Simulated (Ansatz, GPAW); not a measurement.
Given: the input of a run of Ansatz 0.2.0 on TiTe2. 

Contents of input.yaml:

```yaml
crystal:
  lattice:
    - [3.777, 0.0, 0.0]
    - [-1.8885, 3.2709779501, 0.0]
    - [0.0, 0.0, 6.498]
  atoms:
    - { symbol: Te, position: [0.3333333333, 0.6666666667, 0.7372] }
    - { symbol: Te, position: [0.6666666667, 0.3333333333, 0.2628] }
    - { symbol: Ti, position: [0.0, 0.0, 0.0] }
hamiltonian:
  xc: pbe
  pseudopotentials: { kind: paw }
kpoints:
  mp_grid: { grid: [8, 8, 4] }
scf:
  occupations: { method: fermi_dirac, width: 0.05 }
basis:
  ecutwfc: "500 eV"
output:
  forces: true
  stress: true
  eigenvalues: true
```

Potentials or basis: Ansatz PAW.

Run with:

```console
$ ansatz run input.yaml --threads 2 --pin off --max-ram 5120MiB --backend cpu --events-out ev --progress --plain --runs-dir out
```

Translate it to GPAW 26.7.0. Potentials or basis there: GPAW PAW data sets (gpaw-data 1.2.1), cutoff 600 eV.

As run (cutoffs and basis follow the program's own potentials, and thresholds, step limits or extra output files can differ):

run.py

```python
from ase.io import read
from gpaw import PW
from gpaw.dft import DFT

atoms = read('TiTe2.cif')

dft = DFT(atoms,
          mode=PW(600),
          xc='PBE',
          kpts={'size': (8, 8, 4), 'gamma': True},
          occupations={'name': 'fermi-dirac', 'width': 0.05},
          nbands=24,
          convergence={'density': 1e-05, 'energy': 1e-05},
          maxiter=150,
          txt='gpaw.txt')
print(f'Energy: {dft.calculate_energy():.6f} eV')
print('Forces (eV/A):')
print(dft.calculate_forces().round(4))
print('Stress (eV/A^3):', dft.calculate_stress().round(6))
dft.write_gpw_file('gs.gpw')
```

TiTe2.cif

```cif
data_TiTe2
_cell_length_a 3.77700000
_cell_length_b 3.77700000
_cell_length_c 6.49800000
_cell_angle_alpha 90.00000000
_cell_angle_beta 90.00000000
_cell_angle_gamma 120.00000000
_space_group_name_H-M_alt 'P1'
_space_group_name_Hall 'P 1'
_space_group_IT_number 1
loop_
_space_group_symop_operation_xyz
'x,y,z'
loop_
_atom_site_label
_atom_site_type_symbol
_atom_site_symmetry_multiplicity
_atom_site_Wyckoff_symbol
_atom_site_fract_x
_atom_site_fract_y
_atom_site_fract_z
_atom_site_occupancy
Te1 Te 1 a 0.3333333333 0.6666666667 0.7372000000 1
Te2 Te 1 a 0.6666666667 0.3333333333 0.2628000000 1
Ti1 Ti 1 a 0.0000000000 0.0000000000 0.0000000000 1
```

Potentials or basis: GPAW PAW data sets (gpaw-data 1.2.1), pw.

Command:

```console
$ OMP_NUM_THREADS=1 python run.py
```

Both were run:

|  | Ansatz | GPAW |
| --- | --- | --- |
| Pressure | 0.9 GPa | 0.6 GPa |

Ansatz's pressure holds a Pulay term of +0.01 GPa for its cutoff of 500 eV, which the other run lacks.

The potentials hold 44 and 24 valence electrons a cell.

Pressure is positive in compression.
